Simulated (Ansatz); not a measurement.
# Cu under changes of volume

One of the cells (11.810 Å³/atom); the others are scaled copies at fixed shape and fractional positions:

```
Cu
1.0
     0.00000    1.80750    1.80750
     1.80750    0.00000    1.80750
     1.80750    1.80750    0.00000
Cu
1
Direct
  0.00000 0.00000 0.00000
```

* Program: Ansatz 0.2.0
* Functional: rPW86-PBE
* Dispersion: rVV10
* Potentials or basis: Ansatz PAW
* Cutoff: 420 eV (not typed: the program's choice for these potentials)
* k mesh: 13 × 13 × 13
* Occupations: fermi-dirac, width 0.05 eV
* Spin: no spin polarisation

```csv
volume (Å³/atom),energy over the lowest point (meV/atom),pressure (GPa)
11.102,44.14,15.2
11.338,24.88,11.0
11.574,11.51,7.2
11.810,?,?
12.047,0.00,0.8
12.283,0.76,-1.8
12.519,5.24,-4.2
```

What does the run at 11.810 Å³/atom give?

Energy over the lowest point 3.41 meV/atom; pressure 3.8 GPa.

Worked out: A Birch-Murnaghan fit of order 3 (a polynomial in V^(-2/3)) to the other rows has its minimum at 12.12 Å³/atom with B0 = V·E''(V) = 140 GPa and B' = 5.0. It gives 3.42 meV/atom at 11.810 Å³/atom, against the run's 3.41, and -dE/dV = 3.8 GPa, against 3.8.

Energies are extrapolated to zero smearing.

Caveats: the PAW data sets come from PBE, with cores solved anew for the run's functional, which leaves a small shift of forces and pressure.
